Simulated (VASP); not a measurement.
Wanted: the native input for a VASP 6.6.1 run.

* Task: relaxation of cell and atoms
* Functional: rSCAN
* Potentials or basis: VASP PAW PBE potentials, release 64 (Pb_d, Te)
* Cutoff: 600 eV
* k mesh: 7 × 7 × 7
* Occupations: gaussian, width 0.05 eV
* Spin: no spin polarisation
* Further INCAR settings: ALGO = Normal; EDIFF = 1e-06; IBRION = 2; EDIFFG = -0.01; NSW = 40; ISIF = 3

The structure of TePb lies in POSCAR:

```
TePb
1.0
    0.0000000000      3.2310000000      3.2310000000
    3.2310000000      0.0000000000      3.2310000000
    3.2310000000      3.2310000000      0.0000000000
Pb Te
1 1
Direct
    0.0000000000      0.0000000000      0.0000000000
    0.5000000000      0.5000000000      0.5000000000
```

The input as run:

INCAR

```
SYSTEM = TePb
ALGO = Normal
EDIFF = 1E-6
EDIFFG = -0.01
ENCUT = 600
IBRION = 2
ISIF = 3
ISMEAR = 0
LASPH = .True.
LCHARG = .False.
LMIXTAU = .True.
LREAL = .False.
LWAVE = .False.
METAGGA = RSCAN
NELM = 100
NSW = 40
PREC = Accurate
SIGMA = 0.05
```

KPOINTS

```
k-points
0
Gamma
  7 7 7
  0 0 0
```

Potentials or basis: VASP PAW PBE potentials, release 64 (Pb_d, Te).

Run with:

```sh
$ cat potpaw_PBE.64/Pb_d/POTCAR potpaw_PBE.64/Te/POTCAR > POTCAR
$ mpirun -np 1 vasp_std > vasp.out
```

Results of the run:

```json
{
 "Relaxed volume": "35.01 Å³/atom",
 "Relaxed cell": "a = 4.626 Å, b = 4.626 Å, c = 4.626 Å, α = 60.00°, β = 60.00°, γ = 60.00°",
 "Space group after relaxing (to 0.05 Å)": "Fm-3m (No. 225)",
 "Energy gained by relaxing": "6.6 meV/atom",
 "Ionic steps": "3",
 "Pressure after relaxing": "0.0 GPa"
}
```

Caveat: the PAW data sets were made with another functional, which shifts forces and pressure a little.

Wall time 3.1 min on 1 thread of Intel(R) Xeon(R) 6975P-C (Granite Rapids) (shared host), peak memory 0.27 GiB.
